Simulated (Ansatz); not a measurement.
# Is this GaAs structure stable?

It was relaxed at this level from a cell as deposited in COD.

Theory: Ansatz, DFT PBE, scalar-relativistic, plane waves, PAW. The final run on the 2-atom cell used 420 eV, a Γ-centred 12×12×12 mesh, 0.02 eV smearing and no spin polarisation.

```yaml
crystal:
  lattice:
    - [0.00000, 2.87269, 2.87269]
    - [2.87269, 0.00000, 2.87269]
    - [2.87269, 2.87269, 0.00000]
  atoms:
    - { symbol: Ga, position: [0.00000, 0.00000, 0.00000] }
    - { symbol: As, position: [0.75000, 0.75000, 0.75000] }
```

The zero of energy is the elements' standard structures at the same level; no fitted shifts are applied.

**Question.** These tests were run: energy against the elements; phonons at Γ; elastic tensor. What do they show?

**Answer.**

```tsv
test	result
energy against the elements	−0.352 eV/atom
phonons at Γ	lowest optical mode 252 cm⁻¹
elastic tensor	least eigenvalue 51 GPa
```

It fails none of these tests. Competing phases weren't compared here. Phonons away from Γ weren't computed.

The reference form of As is held partly by dispersion forces, which this level lacks. The run for the phonons used a 12×12×12 k mesh. The run for the elastic tensor used a 12×12×12 k mesh.
